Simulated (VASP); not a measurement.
# AlN (P6_3/mmc) in VASP: a series of runs, part 2 of 2

VASP 6.6.1. Earlier steps stand in the parts before.

### Step 4. Band structure, TB-mBJ

POSCAR

```
AlN
1.0
    3.3007800000      0.0000000000      0.0000000000
   -1.6503900000      2.8585600000      0.0000000000
    0.0000000000      0.0000000000      4.1384300000
Al N
2 2
Direct
    0.3333300000      0.6666700000      0.7500000000
    0.6666700000      0.3333300000      0.2500000000
    0.3333300000      0.6666700000      0.2500000000
    0.6666700000      0.3333300000      0.7500000000
```

INCAR.step1

```
SYSTEM = AlN
PREC = Accurate ; ENCUT = 520
EDIFF = 1E-5 ; ISMEAR = 0
SIGMA = 0.02 ; LREAL = .FALSE.
LASPH = .TRUE. ; NELM = 80
ALGO = Normal ; ISIF = 2
LWAVE = .TRUE. ; LCHARG = .FALSE.
NBANDS = 16 ; GGA = PE
```

INCAR.step2

```
SYSTEM = AlN
PREC = Accurate ; ENCUT = 520
EDIFF = 1E-6 ; ISMEAR = 0
SIGMA = 0.02 ; LREAL = .FALSE.
LASPH = .TRUE. ; NELM = 80
ALGO = Normal ; ISIF = 2
LWAVE = .FALSE. ; LCHARG = .FALSE.
METAGGA = MBJ ; NBANDS = 16
ISTART = 1
```

KPOINTS

```
regular mesh
0
G
  9 9 6
  0 0 0
```

KPOINTS_OPT

```
path GMKGALHA,LM,KH
15
line-mode
reciprocal
 0.0000000000  0.0000000000  0.0000000000  G
 0.5000000000  0.0000000000  0.0000000000  M

 0.5000000000  0.0000000000  0.0000000000  M
 0.3333333333  0.3333333333  0.0000000000  K

 0.3333333333  0.3333333333  0.0000000000  K
 0.0000000000  0.0000000000  0.0000000000  G

 0.0000000000  0.0000000000  0.0000000000  G
 0.0000000000  0.0000000000  0.5000000000  A

 0.0000000000  0.0000000000  0.5000000000  A
 0.5000000000  0.0000000000  0.5000000000  L

 0.5000000000  0.0000000000  0.5000000000  L
 0.3333333333  0.3333333333  0.5000000000  H

 0.3333333333  0.3333333333  0.5000000000  H
 0.0000000000  0.0000000000  0.5000000000  A

 0.5000000000  0.0000000000  0.5000000000  L
 0.5000000000  0.0000000000  0.0000000000  M

 0.3333333333  0.3333333333  0.0000000000  K
 0.3333333333  0.3333333333  0.5000000000  H
```

Potentials or basis: VASP PAW PBE potentials, release 64 (Al, N).

On the command line:

```sh
$ cat potpaw_PBE.64/Al/POTCAR potpaw_PBE.64/N/POTCAR > POTCAR
$ cp INCAR.step1 INCAR
$ mpirun -np 1 vasp_std > vasp.out
$ cp INCAR.step2 INCAR
$ mpirun -np 1 vasp_std > vasp.out
```

OUTCAR:

```text
SYSTEM = AlN
   PREC = Accurate
   ENCUT = 520
   EDIFF = 1E-6
   ISMEAR = 0
   LREAL = .FALSE.
   LASPH = .TRUE.
   NELM = 80
   ISIF = 2
   METAGGA = MBJ
   ISTART = 1

 ion  position               nearest neighbor table
   1  0.333  0.667  0.750-   4 1.91   4 1.91   4 1.91   3 2.07   3 2.07   2 2.81   2 2.81   2 2.81
                             2 2.81   2 2.81   2 2.81
   2  0.667  0.333  0.250-   3 1.91   3 1.91   3 1.91   4 2.07   4 2.07   1 2.81   1 2.81   1 2.81
                             1 2.81   1 2.81   1 2.81
   3  0.333  0.667  0.250-   2 1.91   2 1.91   2 1.91   1 2.07   1 2.07
   4  0.667  0.333  0.750-   1 1.91   1 1.91   1 1.91   2 2.07   2 2.07

  LATTYP: Found a hexagonal cell.
 ALAT       =     3.3007800000
 C/A-ratio  =     1.2537733505

  Lattice vectors:

 A1 = (   3.3007800000,   0.0000000000,   0.0000000000)
 A2 = (  -1.6503900000,   2.8585600000,   0.0000000000)
 A3 = (   0.0000000000,   0.0000000000,   4.1384300000)

Analysis of symmetry for initial positions (statically):
=====================================================================
 Subroutine PRICEL returns:
 Original cell was already a primitive cell.

 Routine SETGRP: Setting up the symmetry group for a
 hexagonal supercell.

 Subroutine GETGRP returns: Found  8 space group operations
 (whereof  4 operations were pure point group operations)
 out of a pool of 24 trial point group operations.

The static configuration has the point symmetry C_2h.
 The point group associated with its full space group is D_2h.

Analysis of symmetry for dynamics (positions and initial velocities):
=====================================================================
 Subroutine PRICEL returns:
 Original cell was already a primitive cell.

 Routine SETGRP: Setting up the symmetry group for a
 hexagonal supercell.

 Subroutine GETGRP returns: Found  8 space group operations
 (whereof  4 operations were pure point group operations)
 out of a pool of 24 trial point group operations.

The dynamic configuration has the point symmetry C_2h.
 The point group associated with its full space group is D_2h.

 Subroutine INISYM returns: Found  8 space group operations
 (whereof  4 operations are pure point group operations),
 and found     1 'primitive' translations

----------------------------------------------------------------------------------------

                                     Primitive cell

  volume of cell :      39.0481

  direct lattice vectors                    reciprocal lattice vectors
     3.300780000  0.000000000  0.000000000     0.302958695  0.174913243  0.000000000
    -1.650390000  2.858560000  0.000000000     0.000000000  0.349826486  0.000000000
     0.000000000  0.000000000  4.138430000     0.000000000  0.000000000  0.241637529

  length of vectors
     3.300780000  3.300780578  4.138430000     0.349826547  0.349826486  0.241637529

  position of ions in fractional coordinates (direct lattice)
     0.333330000  0.666670000  0.750000000
     0.666670000  0.333330000  0.250000000
     0.333330000  0.666670000  0.250000000
     0.666670000  0.333330000  0.750000000

  ion indices of the primitive-cell ions
   primitive index   ion index
                 1           1
                 2           2
                 3           3
                 4           4

----------------------------------------------------------------------------------------

 KPOINTS: regular mesh
[... 48 lines left out ...]
  0.444444  0.333333  0.000000      4.000000
 [... further k-points ...]
   k-points           NKPTS =    100   k-points in BZ     NKDIM =    100   number of bands    NBANDS=     16
   number of dos      NEDOS =    301   number of ions     NIONS =      4
   total plane-waves  NPLWV =  25088
   dimension x,y,z NGX =    28 NGY =   28 NGZ =   32
   dimension x,y,z NGXF=    56 NGYF=   56 NGZF=   64
   ions per type =               2   2
   NGX,Y,Z   is equivalent  to a cutoff of  14.10, 14.10, 12.85 a.u.
   NGXF,Y,Z  is equivalent  to a cutoff of  28.20, 28.20, 25.71 a.u.
 SYSTEM =  AlN
   PREC   = accura    normal or accurate (medium, high low for compatibility)
   ISTART =      1    job   : 0-new  1-cont  2-samecut
   ICHARG =      0    charge: 1-file 2-atom 10-const
   ISPIN  =      1    spin polarized calculation?
   LNONCOLLINEAR =      F non collinear calculations
   LSORBIT =      F    spin-orbit coupling
   LASPH  =      T    aspherical Exc in radial PAW
   ENCUT  =  520.0 eV  38.22 Ry    6.18 a.u.   6.14  6.14  7.69*2*pi/ulx,y,z
   NELM   =     80;   NELMIN=  2; NELMDL=  0     # of ELM steps
   EDIFF  = 0.1E-05   stopping-criterion for ELM
   LREAL  =      F    real-space projection
   EDIFFG = 0.1E-04   stopping-criterion for IOM
   NSW    =      0    number of steps for IOM
   IBRION =     -1    ionic relax: 0-MD 1-quasi-New 2-CG
   NFREE  =      0    steps in history (QN), initial steepest desc. (CG)
   ISIF   =      2    stress and relaxation
   ISYM   =      2    0-nonsym 1-usesym 2-fastsym
   POTIM  = 0.5000    time-step for ionic-motion
   TEBEG  =    0.0;   TEEND  =   0.0 temperature during run
   PSTRESS=    0.0 pullay stress
   NELECT =      16.0000    total number of electrons
   NUPDOWN=      -1.0000    fix difference up-down
   EMIN   =  10.00;   EMAX   =-10.00  energy-range for DOS
   EFERMI =   0.00;   METHOD = LEGACY
   ISMEAR =     0;   SIGMA  =   0.02  broadening in eV -4-tet -1-fermi 0-gaus
   EFERMI_NEDOS =   21; number of points for ismear=-14 and -15
   IALGO  =     38    algorithm
   IMIX   =      4    mixing-type and parameters
     AMIX     =   0.40;   BMIX     =  1.00
     AMIX_MAG =   1.60;   BMIX_MAG =  1.00
  volume/ion in A,a.u.               =       9.76        65.88
  Fermi-wavevector in a.u.,A,eV,Ry     =   1.215948  2.297808 20.116614  1.478529
  Thomas-Fermi vector in A             =   2.351318
   LORBIT       =      0    0 simple, 1 ext, 2 COOP (PROOUT), +10 PAW based schemes
   METAGGA = MBJ    functional components
   LHFCALC =     F    Hartree Fock is set to
   AEXX    =    0.0000 exact exchange contribution
   IVDW    =     0    specifies the selected vdW correction
   LEPSILON=     F    determine dielectric tensor
   LRPA    =     F    only Hartree local field effects (RPA)
 non-spin polarized calculation
 Gauss-broadening in eV      SIGMA  =   0.02
  energy-cutoff  :      520.00
  volume of cell :       39.05
 maximum number of plane-waves:      1072
 NGX is ok and might be reduce to    28
   NGX = 13   NGY = 13   NGZ = 15

 number of electron      16.0000001 magnetization

 Free energy of the ion-electron system (eV)
  ---------------------------------------------------
  ext. energy  EPLUGINS =         0.00000000
  ---------------------------------------------------
  free energy    TOTEN  =        45.21932525 eV

  energy without entropy =       45.21932525  energy(sigma->0) =       45.21932525

 E-fermi :   8.2906     XC(G=0):  -9.3082

 val. band max:        8.1372564271   @ k =   0.0000   0.0000   0.0000
 cond. band min:      12.7600045987   @ k =   0.0000   0.0000   0.0000
 fundamental gap:      4.6227481716
 Fermi energy:         8.2906354595

 k-point     1 :       0.0000    0.0000    0.0000
  band No.  band energies     occupation
      1      -9.1746      2.00000
      2      -5.8052      2.00000
      3       1.5331      2.00000
      4       4.8859      2.00000
      5       4.8861      2.00000
      6       6.5976      2.00000
[... 433 lines left out ...]
      3       1.9504      2.00000
      4       3.4796      2.00000
      5       3.8439      2.00000
      6       4.2231      2.00000
[... 8 lines left out ...]
     15      22.5268      0.00000
     16      22.5904      0.00000

 [... further k-points ...]

------------------------ aborting loop because EDIFF is reached ----------------------------------------

  FORCE on cell =-STRESS in cart. coord.  units (eV):
  Direction    XX          YY          ZZ          XY          YZ          ZX
  --------------------------------------------------------------------------------------
  -------------------------------------------------------------------------------------
  Total       43.7152821     43.7157627     45.4071213      0.0003985      0.0000000      0.0000000
  in kB     1793.6775093   1793.6972290   1863.0951992      0.0163521      0.0000000      0.0000000
  external PRESSURE =    1816.8233125 kB  Pullay stress =       0.0000000 kB

 VOLUME and BASIS-vectors are now :
 -----------------------------------------------------------------------------
  energy-cutoff  :      520.00
  volume of cell :       39.05
      direct lattice vectors                 reciprocal lattice vectors
     3.300780000  0.000000000  0.000000000     0.302958695  0.174913243  0.000000000
    -1.650390000  2.858560000  0.000000000     0.000000000  0.349826486  0.000000000
     0.000000000  0.000000000  4.138430000     0.000000000  0.000000000  0.241637529

 POSITION                                       TOTAL-FORCE (eV/Angst)
 -----------------------------------------------------------------------------------
     -0.00002      1.90572      3.10382        -0.000050      0.000029      0.000000
      1.65041      0.95284      1.03461         0.000050     -0.000029      0.000000
     -0.00002      1.90572      1.03461         0.000553     -0.000319      0.000000
      1.65041      0.95284      3.10382        -0.000553      0.000319     -0.000000
 -----------------------------------------------------------------------------------
    total drift:                               -0.000000      0.000000     -0.000000

  FREE ENERGIE OF THE ION-ELECTRON SYSTEM (eV)
  ---------------------------------------------------
  free  energy   TOTEN  =        45.2193252495 eV

  energy  without entropy=       45.2193252495  energy(sigma->0) =       45.21932525
```

Wall time 2.7 min (1 thread of AMD EPYC 9R45 (Zen 5), shared host); peak memory 0.2 GiB.

What came out:

- Band gap on the k mesh: 4.62 eV, direct
- Band gap along the path: 4.62 eV, direct

Levels at the corners of the path, in eV from the valence-band top:
```csv
point,band 4,band 5,band 6,band 7,band 8,band 9,band 10,band 11,band 12,band 13
Γ,-3.25,-3.25,-1.54,-1.54,0.00,4.62,5.84,9.73,9.73,12.86
M,-4.56,-4.41,-4.07,-2.70,-1.41,5.36,8.60,8.73,10.68,10.96
M,-4.56,-4.41,-4.07,-2.70,-1.41,5.36,8.60,8.73,10.68,10.96
K,-4.31,-4.31,-3.60,-3.60,-2.36,6.81,7.65,10.23,10.23,13.10
K,-4.31,-4.31,-3.60,-3.60,-2.36,6.81,7.65,10.23,10.23,13.10
Γ,-3.25,-3.25,-1.54,-1.54,0.00,4.62,5.84,9.73,9.73,12.86
Γ,-3.25,-3.25,-1.54,-1.54,0.00,4.62,5.84,9.73,9.73,12.86
A,-3.58,-2.43,-2.43,-2.43,-2.43,7.06,7.06,9.81,9.81,9.81
A,-3.58,-2.43,-2.43,-2.43,-2.43,7.06,7.06,9.81,9.81,9.81
L,-6.92,-3.16,-3.16,-1.55,-1.55,6.53,6.53,10.77,10.77,13.24
L,-6.92,-3.16,-3.16,-1.55,-1.55,6.53,6.53,10.77,10.77,13.24
H,-6.58,-4.81,-4.81,-0.73,-0.73,8.43,8.43,9.47,9.47,13.05
H,-6.58,-4.81,-4.81,-0.73,-0.73,8.43,8.43,9.47,9.47,13.05
A,-3.58,-2.43,-2.43,-2.43,-2.43,7.06,7.06,9.81,9.81,9.81
L,-6.92,-3.16,-3.16,-1.55,-1.55,6.53,6.53,10.77,10.77,13.24
M,-4.56,-4.41,-4.07,-2.70,-1.41,5.36,8.60,8.73,10.68,10.96
K,-4.31,-4.31,-3.60,-3.60,-2.36,6.81,7.65,10.23,10.23,13.10
H,-6.58,-4.81,-4.81,-0.73,-0.73,8.43,8.43,9.47,9.47,13.05
```

Caveat: the PAW data sets were made with another functional, which shifts forces and pressure a little.

### Step 5. Summary

```csv
level,gap on the mesh (eV)
PBEsol,3.35
r2SCAN,4.02
TB-mBJ,4.62
```

Alike in all rows: task band structure; potentials or basis VASP PAW PBE potentials, release 64 (Al, N); no spin polarisation; cell as given; k mesh 9 × 9 × 6; cutoff (eV) 520; smearing gaussian 0.02 eV.

On the cell as given the gap runs from 3.35 eV (PBEsol) to 4.62 eV (TB-mBJ).

Caveats: the PAW data sets were made with another functional, which shifts forces and pressure a little.

Total energies depend on the potentials used, so only differences within one code and one set of settings carry meaning.
